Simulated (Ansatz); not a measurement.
# Indium, simple cubic under r²SCAN: ground state and equation of state

Aim: take indium in the simple cubic structure, relax it, solve it on a dense k-mesh, switch on spin-orbit coupling, then scale the cell to 7 volumes from 88 to 112 % of the relaxed one and try a fit of the equation of state. The k-meshes are 10×10×10 for the relaxation; 17×17×17 for the dense run; 10×10×10 for spin-orbit coupling; 12×12×12 for the volumes.

This is In in the simple cubic structure; at room conditions it is tetragonal.

Computed with Ansatz 0.2.0 (DFT r2SCAN, plane waves (500 eV) with PAW, scalar-relativistic; the PAW data stem from PBE, with regenerated cores, unless a step says otherwise).

## (1) The starting structure

It takes space group Pm-3m (No. 221, cubic). Conventional cell: a = 3.045 Å, b = 3.045 Å, c = 3.045 Å, α = 90.00°, β = 90.00°, γ = 90.00°. In (site symmetry m-3m) has 6 In at 3.05 Å as nearest neighbours.

As a file:

```cif
data_structure
_symmetry_space_group_name_H-M 'P 1'
_symmetry_Int_Tables_number 1
_cell_length_a 3.0451
_cell_length_b 3.0451
_cell_length_c 3.0451
_cell_angle_alpha 90.000
_cell_angle_beta 90.000
_cell_angle_gamma 90.000
_cell_volume 28.24
loop_
_atom_site_label
_atom_site_type_symbol
_atom_site_fract_x
_atom_site_fract_y
_atom_site_fract_z
_atom_site_occupancy
In1 In 0.00000 0.00000 0.00000 1
```

## (2) Relaxing cell and atoms

Contents of input.yaml:

```yaml
crystal:
  lattice:
    - [3.0450626401, 0.0, 0.0]
    - [0.0, 3.0450626401, 0.0]
    - [0.0, 0.0, 3.0450626401]
  atoms:
    - { symbol: In, position: [0.0, 0.0, 0.0] }
hamiltonian:
  xc: r2scan
  pseudopotentials:
    kind: paw
    azcp:
      In: "pseudopotentials/In.paw.azcp"
basis:
  ecutwfc: 500
  fft_grid_basis: typed
kpoints:
  mp_grid: { grid: [10, 10, 10], shift: [0, 0, 0] }
magnetization:
  spin_polarized: false
scf:
  occupations: { method: fermi_dirac, width: 0.1 }
relax:
  max_steps: 60
  f_tol: 0.01
  cell: {}
```

Command:

```sh
$ ansatz run input.yaml --threads 1 --pin off --max-ram 3584MiB --backend cpu --events-out ev --progress --plain --runs-dir out
```

The program printed, shortened:

```text
[...]
Pseudopotentials: kind: paw
Pseudopotential: In, paw, valence charge 13, recommended cutoff 500 eV (meta_gga), <dir>
Functional definition: r2SCAN
[...]
Crystal: 1 atoms, lattice volume = 28.235 Å³
Basis set: ecut = 500 eV, 739 PW (Γ), exchange–correlation on 96×96×96 points (64 copies of the dense FFT grid, shifted against one another)
Bands: 11, of which v1, the nominal top of the filled ones, is band 7 counted from 1 (6 counted from 0)
Symmetry: 48 space group operations
Space group: Pm-3m (ITA 221), of the structure as read, at distance tolerance 3.0e-5 Å
k-points: 56 of 1000
[...]
SCF iter   1: F=—  HF=-5611.782807 eV  |F-HF|=—  |Δ(HF+E_count)|=         —  Δρ=7.47e-3  dr2=8.91e-3  dr2_τ=2.01e-3  ethr=1.77e-3  ⟨swp⟩=5.1  Hψ=3839  notcnv=0
[...]
relax step   1: F+E_penalty+E_count = -5611.78861606 eV  Δ(F+E_penalty+E_count) = +0.000e0 eV  max|allowed force component| = 0.000e0 eV/Å  Δτ_max = 0.0000 Å  P = -0.052 GPa  Ω = 28.235 Å³  (6 SCF iters, dr2 threshold 1.00e-7 eV, accepted)
[...]
relax step   2: F+E_penalty+E_count = -5611.78862650 eV  Δ(F+E_penalty+E_count) = -1.044e-5 eV  max|allowed force component| = 0.000e0 eV/Å  Δτ_max = 0.0000 Å  P = -0.002 GPa  Ω = 28.197 Å³  energy of the carried Pulay correction = +3.991e-6 eV  (4 SCF iters, dr2 threshold 6.85e-9 eV, accepted)
[...]
relax step   3: F+E_penalty+E_count = -5611.78862184 eV  Δ(F+E_penalty+E_count) = +4.662e-6 eV  max|allowed force component| = 0.000e0 eV/Å  Δτ_max = 0.0000 Å  P = -0.002 GPa  Ω = 28.197 Å³  stress off target by 2.48e-3 GPa  SCF on the basis re-selected at this cell (its energy is not [...]
SCF converged after 4 iterations
Free energy (F): -5611.788622 eV
[...]
E sigma→0 (E₀):  -5611.780329 eV
Entropy (-TS):   -0.016586 eV (-16.586 meV/atom)
Fermi energy:    8.992150 eV
[...]
--- Forces (eV/Å), atoms counted from 1 ---
  atom   1  In    -0.00000000    -0.00000000    -0.00000000
[...]
--- Stress (GPa, compression-positive) ---
       -0.002477       0.000000      -0.000000
        0.000000      -0.002477      -0.000000
       -0.000000      -0.000000      -0.002477
  P = ⅓ Tr σ = -0.0025 GPa (-0.025 kbar)
--- Relaxed structure (2 steps of the walk, 2 accepted, 1 SCFs on fresh bases) ---
  F+E_penalty+E_count = -5611.78862184 eV   max|allowed force component| = 0.000e0 eV/Å   (the final SCF, on the basis selected at the relaxed cell)
  cell:  # Å, volume = 28.1973 Å³
    - [3.043704058332947, -3.209883240645393e-35, -1.6049416203226965e-35]
    - [-1.6049416203226965e-35, 3.043704058332947, 0.0]
    - [0.0, 0.0, 3.043704058332947]
  atoms:
    - { symbol: In, position: [0.0, 0.0, 0.0] }
```

It took 12 s on 1 thread of Intel Xeon Platinum 8259CL at 2.50GHz (Skylake/Cascade Lake), shared host; peak memory 0.55 GiB.

Relaxation path:

| step | energy change (meV/atom) | largest force (eV/Å) | pressure (GPa) | volume (Å³/atom) |
| --- | --- | --- | --- | --- |
| 1 | 0.00 | 0.0000 | -0.05 | 28.235 |
| 2 | -0.01 | 0.0000 | 0.00 | 28.197 |
| 3 | -0.01 | 0.0000 | 0.00 | 28.197 |

Steps that repeat a cell are solved on a basis chosen anew, so their changes of energy are no gain of the relaxation.

The cell of the run, before and after:

|  | before | after | change |
| --- | --- | --- | --- |
| a (Å) | 3.045 | 3.044 | +0.0 % |
| b (Å) | 3.045 | 3.044 | +0.0 % |
| c (Å) | 3.045 | 3.044 | +0.0 % |
| volume (Å³/atom) | 28.235 | 28.197 | -0.1 % |
| shortest distance (Å) | 3.045 | 3.044 | +0.0 % |
| space group (spins left aside) | Pm-3m | Pm-3m | same |

## (3) Single point on a dense mesh

Contents of input.yaml:

```yaml
crystal:
  lattice:
    - [3.0437040583, 0.0, 0.0]
    - [0.0, 3.0437040583, 0.0]
    - [0.0, 0.0, 3.0437040583]
  atoms:
    - { symbol: In, position: [0.0, 0.0, 0.0] }
hamiltonian:
  xc: r2scan
  pseudopotentials:
    kind: paw
    azcp:
      In: "pseudopotentials/In.paw.azcp"
basis:
  ecutwfc: 500
  fft_grid_basis: typed
kpoints:
  mp_grid: { grid: [17, 17, 17], shift: [0, 0, 0] }
magnetization:
  spin_polarized: false
scf:
  occupations: { method: fermi_dirac, width: 0.1 }
```

Command:

```sh
$ ansatz run input.yaml --threads 1 --pin off --max-ram 3584MiB --backend cpu --events-out ev --progress --plain --runs-dir out
```

The program printed, shortened:

```text
[...]
[... 3 set-up lines as earlier in the session ...]
[...]
Crystal: 1 atoms, lattice volume = 28.197 Å³
Basis set: ecut = 500 eV, 739 PW (Γ), exchange–correlation on 96×96×96 points (64 copies of the dense FFT grid, shifted against one another)
Bands: 11, of which v1, the nominal top of the filled ones, is band 7 counted from 1 (6 counted from 0)
[... 2 set-up lines as earlier in the session ...]
k-points: 165 of 4913
[...]
SCF iter   1: F=—  HF=-5611.776568 eV  |F-HF|=—  |Δ(HF+E_count)|=         —  Δρ=7.51e-3  dr2=8.86e-3  dr2_τ=2.00e-3  ethr=1.77e-3  ⟨swp⟩=5.0  Hψ=11204  notcnv=0
[...]
SCF iter   6: F=-5611.781851 eV  HF=-5611.781851 eV  |F-HF|=1.20e-9  |Δ(HF+E_count)|=   3.40e-8  Δρ=2.20e-6  dr2=1.82e-9  dr2_τ=3.95e-11  ethr=3.10e-10  ⟨swp⟩=1.0  Hψ=5371  notcnv=0
[...]
SCF converged after 6 iterations
Free energy (F): -5611.781851 eV
[...]
E sigma→0 (E₀):  -5611.773544 eV
Entropy (-TS):   -0.016614 eV (-16.614 meV/atom)
Fermi energy:    8.975974 eV
[...]
```

Wall time 8.8 s (1 thread of Intel Xeon Platinum 8259CL at 2.50GHz (Skylake/Cascade Lake), shared host); peak memory 0.55 GiB.

## (4) A two-component run at the same geometry

Changes to input.yaml since step 3:

```diff
@@ -10,3 +10,3 @@
   pseudopotentials:
-    kind: paw
+    kind: paw_fr
     azcp:
@@ -17,5 +17,6 @@
 kpoints:
-  mp_grid: { grid: [17, 17, 17], shift: [0, 0, 0] }
+  mp_grid: { grid: [10, 10, 10], shift: [0, 0, 0] }
 magnetization:
-  spin_polarized: false
+  noncollinear: true
+  spin_orbit: true
 scf:
```

Command:

```sh
$ ansatz run input.yaml --threads 1 --pin off --max-ram 3584MiB --backend cpu --events-out ev --progress --plain --runs-dir out
```

The program printed, shortened:

```text
[...]
Pseudopotentials: kind: paw_fr
Pseudopotential: In, paw_fr, valence charge 13, recommended cutoff 500 eV (meta_gga), <dir>
[... 1 set-up line as earlier in the session ...]
[...]
non-collinear run that drives no moment, with spin-orbit: no starting moment large enough to seed its density (crystal.atoms[].spin), no starting occupations that ask for one, no magnetisation constraint and no magnetic field, so the semilocal B_xc is pinned to zero
Crystal: 1 atoms, lattice volume = 28.197 Å³
Basis set: ecut = 500 eV, 739 PW (Γ), exchange–correlation on 96×96×96 points (64 copies of the dense FFT grid, shifted against one another)
Bands: 22, of which v1, the nominal top of the filled ones, is band 13 counted from 1 (12 counted from 0)
Symmetry: 48 space group operations + 48 with time reversal
Magnetic group: BNS 221.93 (UNI 1595), of the structure as read, at distance tolerance 3.0e-5 Å
k-points: 56 of 1000
Projection manifold: j_resolved (fully-relativistic pseudo-atomic orbitals)
[...]
SCF iter   1: F=—  HF=-5602.134697 eV  |F-HF|=—  |Δ(HF+E_count)|=         —  Δρ=1.45e-2  dr2=4.80e-2  dr2_τ=4.79e-4  dr2_m=0.00e0 (ungated)  ethr=3.28e-4  |M|=0.00e0 ∫|m|=0.00e0 μB  |m|>n=0.0e0 m-floor=0.0e0 τ_xc=0.0e0  β_m=0.30  ⟨swp⟩=1.4  Hψ=4849  notcnv=0
[...]
SCF iter   6: F=-5602.169904 eV  HF=-5602.169904 eV  |F-HF|=7.84e-8  |Δ(HF+E_count)|=   2.69e-6  Δρ=1.34e-5  dr2=2.89e-8  dr2_τ=2.60e-10  dr2_m=0.00e0 (ungated)  ethr=5.73e-10  |M|=0.00e0 ∫|m|=0.00e0 μB  |m|>n=0.0e0 m-floor=0.0e0 τ_xc=0.0e0  ⟨swp⟩=3.2  Hψ=1307  notcnv=0
[...]
SCF converged after 6 iterations
Magnetization: |M| = 0.0000 μB,  M = (+0.0000, +0.0000, +0.0000) μB
Absolute magnetization: 0.0000 μB (∫|m|)
  site 0: m = (+0.0000, +0.0000, +0.0000) μB, |m| = 0.0000 μB  (R = 1.26 Å)
Free energy (F): -5602.169904 eV
[...]
E sigma→0 (E₀):  -5602.161921 eV
Entropy (-TS):   -0.015966 eV (-15.966 meV/atom)
Fermi energy:    8.976166 eV
[...]
```

Wall time 14 s (1 thread of Intel Xeon Platinum 8259CL at 2.50GHz (Skylake/Cascade Lake), shared host); peak memory 0.56 GiB.

Side by side:

|  | scalar-relativistic | with spin-orbit coupling |
| --- | --- | --- |
| k-mesh | 17×17×17 | 10×10×10 |
| gap on the mesh | none (levels filled in part) | none (levels filled in part) |

The meshes differ, so small differences between the columns need not come from spin-orbit coupling.

## (5) At 88 % of the relaxed volume

Contents of input.yaml:

```yaml
crystal:
  lattice:
    - [2.9167328128, 0.0, 0.0]
    - [0.0, 2.9167328128, 0.0]
    - [0.0, 0.0, 2.9167328128]
  atoms:
    - { symbol: In, position: [0.0, 0.0, 0.0] }
hamiltonian:
  xc: r2scan
  pseudopotentials:
    kind: paw
    azcp:
      In: "pseudopotentials/In.paw.azcp"
basis:
  ecutwfc: 500
  fft_grid_basis: typed
kpoints:
  mp_grid: { grid: [12, 12, 12], shift: [0, 0, 0] }
magnetization:
  spin_polarized: false
scf:
  occupations: { method: fermi_dirac, width: 0.1 }
  lower_state_search: "off"
output:
  stress: true
```

Command:

```sh
$ ansatz run input.yaml --threads 1 --pin off --max-ram 3584MiB --backend cpu --events-out ev --progress --plain --runs-dir out
```

The program printed, shortened:

```text
[...]
[... 3 set-up lines as earlier in the session ...]
[...]
Crystal: 1 atoms, lattice volume = 24.814 Å³
Basis set: ecut = 500 eV, 619 PW (Γ), exchange–correlation on 96×96×96 points (64 copies of the dense FFT grid, shifted against one another)
Bands: 11, of which v1, the nominal top of the filled ones, is band 7 counted from 1 (6 counted from 0)
[... 1 set-up line as earlier in the session ...]
Space group: Pm-3m (ITA 221), of the structure as read, at distance tolerance 2.9e-5 Å
k-points: 84 of 1728
[...]
SCF iter   1: F=-5611.713417 eV  HF=-5611.708018 eV  |F-HF|=5.40e-3  |Δ(HF+E_count)|=         —  Δρ=8.00e-3  dr2=9.21e-3  dr2_τ=3.34e-3  ethr=1.77e-3  ⟨swp⟩=5.1  Hψ=5720  notcnv=0
[...]
SCF iter   6: F=-5611.717368 eV  HF=-5611.717368 eV  |F-HF|=5.27e-10  |Δ(HF+E_count)|=   4.90e-8  Δρ=2.68e-6  dr2=2.13e-9  dr2_τ=1.60e-11  ethr=3.92e-10  ⟨swp⟩=2.5  Hψ=3297  notcnv=0
[...]
SCF converged after 6 iterations
Free energy (F): -5611.717368 eV
[...]
E sigma→0 (E₀):  -5611.710318 eV
Entropy (-TS):   -0.014101 eV (-14.101 meV/atom)
Fermi energy:    10.692690 eV
[...]
--- Stress (GPa, compression-positive) ---
        6.843948       0.000000       0.000000
       -0.000000       6.843948      -0.000000
        0.000000       0.000000       6.843948
  P = ⅓ Tr σ = 6.8439 GPa (68.439 kbar)
```

Wall time 5.7 s (1 thread of Intel Xeon Platinum 8259CL at 2.50GHz (Skylake/Cascade Lake), shared host); peak memory 0.54 GiB.

## (6) At 92 % of the relaxed volume

Changes to input.yaml since step 5:

```diff
@@ -2,5 +2,5 @@
   lattice:
-    - [2.9167328128, 0.0, 0.0]
-    - [0.0, 2.9167328128, 0.0]
-    - [0.0, 0.0, 2.9167328128]
+    - [2.9602725575, 0.0, 0.0]
+    - [0.0, 2.9602725575, 0.0]
+    - [0.0, 0.0, 2.9602725575]
   atoms:
@@ -25 +25,5 @@
   stress: true
+  write_density: true
+  write_potential: true
+  elf: true
+  volumetric_format: npy
```

Command:

```sh
$ ansatz run input.yaml --threads 1 --pin off --max-ram 3584MiB --backend cpu --events-out ev --progress --plain --runs-dir out
```

The program printed, shortened:

```text
[...]
[... 3 set-up lines as earlier in the session ...]
[...]
Crystal: 1 atoms, lattice volume = 25.942 Å³
Basis set: ecut = 500 eV, 691 PW (Γ), exchange–correlation on 96×96×96 points (64 copies of the dense FFT grid, shifted against one another)
Bands: 11, of which v1, the nominal top of the filled ones, is band 7 counted from 1 (6 counted from 0)
[... 2 set-up lines as earlier in the session ...]
k-points: 84 of 1728
[...]
SCF iter   1: F=-5611.751200 eV  HF=-5611.747481 eV  |F-HF|=3.72e-3  |Δ(HF+E_count)|=         —  Δρ=7.87e-3  dr2=9.27e-3  dr2_τ=2.79e-3  ethr=1.77e-3  ⟨swp⟩=5.1  Hψ=5747  notcnv=0
[...]
SCF iter   6: F=-5611.755048 eV  HF=-5611.755048 eV  |F-HF|=9.23e-10  |Δ(HF+E_count)|=   4.81e-8  Δρ=2.48e-6  dr2=2.08e-9  dr2_τ=2.31e-11  ethr=3.62e-10  ⟨swp⟩=7.5  Hψ=6506  notcnv=0
[...]
SCF converged after 6 iterations
Free energy (F): -5611.755048 eV
[...]
E sigma→0 (E₀):  -5611.747978 eV
Entropy (-TS):   -0.014139 eV (-14.139 meV/atom)
Fermi energy:    10.062385 eV
[...]
--- Stress (GPa, compression-positive) ---
        3.969038       0.000000       0.000000
        0.000000       3.969038      -0.000000
        0.000000      -0.000000       3.969038
  P = ⅓ Tr σ = 3.9690 GPa (39.690 kbar)
--- Band table (eV; the first three rows and the last of 84) ---
  k-point 0: bands = ["-5.6863", "-5.6863", "-4.7392", "-4.7392", "-4.7392", "0.0435", "18.2961", "18.2961", "18.2961", "21.6272", "21.6272"]
[...]
```

Wall time 7.1 s (1 thread of Intel Xeon Platinum 8259CL at 2.50GHz (Skylake/Cascade Lake), shared host); peak memory 0.55 GiB.

Density in a lattice plane of the grid's cell (edges 2.96 and 2.96 Å, at 0.000 of the third edge), which holds In.

Ten even steps from '0' (0.08 e/Å³) to '9' (13.02 e/Å³):
```
886532100000000000123568
665421100000000000112456
443211000000000000011234
222110000000000000001122
111000000000000000000011
000000000000000000000000
000000000000000000000000
000000000000000000000000
000000000000000000000000
000000000000000000000000
000000000000000000000000
000000000000000000000000
000000000000000000000000
000000000000000000000000
111000000000000000000011
222110000000000000001122
443211000000000000011234
665421100000000000112456
886532100000000000123568
997532100000000000123579
```
Columns run along the first of these edges and rows up along the second, over one cell in 24 and 20 even steps from the bottom left corner. Atoms in the plane (fractional): In at (0.00, 0.00).

ELF in the same plane.

Ten even steps from ' ' (0.00) to '@' (0.38):
```
        ::==**##**####@@@@@@####**##**==::      
      ..--++**##**##%%@@@@@@%%##**##**++--..    
....::--==**##****##%%@@@@@@%%##****##**==--::..
----==++**####****##%%@@@@@@%%##****####**++==--
********##********##%%@@@@@@%%##********##******
****************####%%%%%%%%%%####**************
************##########################**********
##########%%%%%%####**********####%%%%%%########
@@@@@@@@@@@@%%%%##****++++++****##%%%%@@@@@@@@@@
@@@@@@@@@@@@@@%%##**++++++++++**##%%@@@@@@@@@@@@
@@@@@@@@@@@@%%%%##****++++++****##%%%%@@@@@@@@@@
##########%%%%%%####**********####%%%%%%########
************##########################**********
****************####%%%%%%%%%%####**************
********##********##%%@@@@@@%%##********##******
----==++**####****##%%@@@@@@%%##****####**++==--
....::--==**##****##%%@@@@@@%%##****##**==--::..
      ..--++**##**##%%@@@@@@%%##**##**++--..    
        ::==**##**####@@@@@@####**##**==::      
        ..--******####@@@@@@####******--..      
```
Columns run along the first of these edges and rows up along the second, over one cell in 24 and 20 even steps from the bottom left corner. Atoms in the plane (fractional): In at (0.00, 0.00).

Both are smooth fields of the valence electrons: close to the nuclei they are not physical.

## (7) At 96 % of the relaxed volume

Changes to input.yaml since step 6:

```diff
@@ -2,5 +2,5 @@
   lattice:
-    - [2.9602725575, 0.0, 0.0]
-    - [0.0, 2.9602725575, 0.0]
-    - [0.0, 0.0, 2.9602725575]
+    - [3.0025678797, 0.0, 0.0]
+    - [0.0, 3.0025678797, 0.0]
+    - [0.0, 0.0, 3.0025678797]
   atoms:
```

Command:

```sh
$ ansatz run input.yaml --threads 1 --pin off --max-ram 3584MiB --backend cpu --events-out ev --progress --plain --runs-dir out
```

The program printed, shortened:

```text
[...]
[... 3 set-up lines as earlier in the session ...]
[...]
Crystal: 1 atoms, lattice volume = 27.069 Å³
Basis set: ecut = 500 eV, 691 PW (Γ), exchange–correlation on 96×96×96 points (64 copies of the dense FFT grid, shifted against one another)
Bands: 11, of which v1, the nominal top of the filled ones, is band 7 counted from 1 (6 counted from 0)
[... 2 set-up lines as earlier in the session ...]
k-points: 84 of 1728
[...]
SCF iter   1: F=-5611.771051 eV  HF=-5611.768428 eV  |F-HF|=2.62e-3  |Δ(HF+E_count)|=         —  Δρ=7.73e-3  dr2=9.10e-3  dr2_τ=2.35e-3  ethr=1.77e-3  ⟨swp⟩=5.1  Hψ=5767  notcnv=0
[...]
SCF iter   6: F=-5611.774606 eV  HF=-5611.774606 eV  |F-HF|=1.12e-9  |Δ(HF+E_count)|=   3.68e-8  Δρ=2.19e-6  dr2=1.70e-9  dr2_τ=3.47e-11  ethr=2.91e-10  ⟨swp⟩=6.5  Hψ=6083  notcnv=0
[...]
SCF converged after 6 iterations
Free energy (F): -5611.774606 eV
[...]
E sigma→0 (E₀):  -5611.767410 eV
Entropy (-TS):   -0.014392 eV (-14.392 meV/atom)
Fermi energy:    9.491179 eV
[...]
--- Stress (GPa, compression-positive) ---
        1.677221       0.000000       0.000000
        0.000000       1.677221       0.000000
        0.000000       0.000000       1.677221
  P = ⅓ Tr σ = 1.6772 GPa (16.772 kbar)
--- Band table (eV; the first three rows and the last of 84) ---
  k-point 0: bands = ["-6.1713", "-6.1713", "-5.3179", "-5.3179", "-5.3179", "-0.2531", "17.4830", "17.4830", "17.4830", "20.7504", "20.7504"]
[...]
```

Wall time 6.5 s (1 thread of Intel Xeon Platinum 8259CL at 2.50GHz (Skylake/Cascade Lake), shared host); peak memory 0.56 GiB.

## (8) At 100 % of the relaxed volume

Changes to input.yaml since step 7:

```diff
@@ -2,5 +2,5 @@
   lattice:
-    - [3.0025678797, 0.0, 0.0]
-    - [0.0, 3.0025678797, 0.0]
-    - [0.0, 0.0, 3.0025678797]
+    - [3.0437040583, 0.0, 0.0]
+    - [0.0, 3.0437040583, 0.0]
+    - [0.0, 0.0, 3.0437040583]
   atoms:
@@ -25,5 +25 @@
   stress: true
-  write_density: true
-  write_potential: true
-  elf: true
-  volumetric_format: npy
```

Command:

```sh
$ ansatz run input.yaml --threads 1 --pin off --max-ram 3584MiB --backend cpu --events-out ev --progress --plain --runs-dir out
```

The program printed, shortened:

```text
[...]
[... 3 set-up lines as earlier in the session ...]
[...]
Crystal: 1 atoms, lattice volume = 28.197 Å³
Basis set: ecut = 500 eV, 739 PW (Γ), exchange–correlation on 96×96×96 points (64 copies of the dense FFT grid, shifted against one another)
Bands: 11, of which v1, the nominal top of the filled ones, is band 7 counted from 1 (6 counted from 0)
[... 2 set-up lines as earlier in the session ...]
k-points: 84 of 1728
[...]
SCF iter   1: F=-5611.776578 eV  HF=-5611.774776 eV  |F-HF|=1.80e-3  |Δ(HF+E_count)|=         —  Δρ=7.56e-3  dr2=8.87e-3  dr2_τ=2.00e-3  ethr=1.77e-3  ⟨swp⟩=5.1  Hψ=5771  notcnv=0
[...]
SCF iter   6: F=-5611.779836 eV  HF=-5611.779836 eV  |F-HF|=1.11e-9  |Δ(HF+E_count)|=   3.39e-8  Δρ=1.97e-6  dr2=1.40e-9  dr2_τ=3.40e-11  ethr=2.62e-10  ⟨swp⟩=1.9  Hψ=2881  notcnv=0
[...]
SCF converged after 6 iterations
Free energy (F): -5611.779836 eV
[...]
E sigma→0 (E₀):  -5611.772285 eV
Entropy (-TS):   -0.015102 eV (-15.102 meV/atom)
Fermi energy:    8.967755 eV
[...]
--- Stress (GPa, compression-positive) ---
       -0.113734      -0.000000      -0.000000
       -0.000000      -0.113734       0.000000
       -0.000000       0.000000      -0.113734
  P = ⅓ Tr σ = -0.1137 GPa (-1.137 kbar)
```

Wall time 5.7 s (1 thread of Intel Xeon Platinum 8259CL at 2.50GHz (Skylake/Cascade Lake), shared host); peak memory 0.55 GiB.

[end of part 1 of 2]
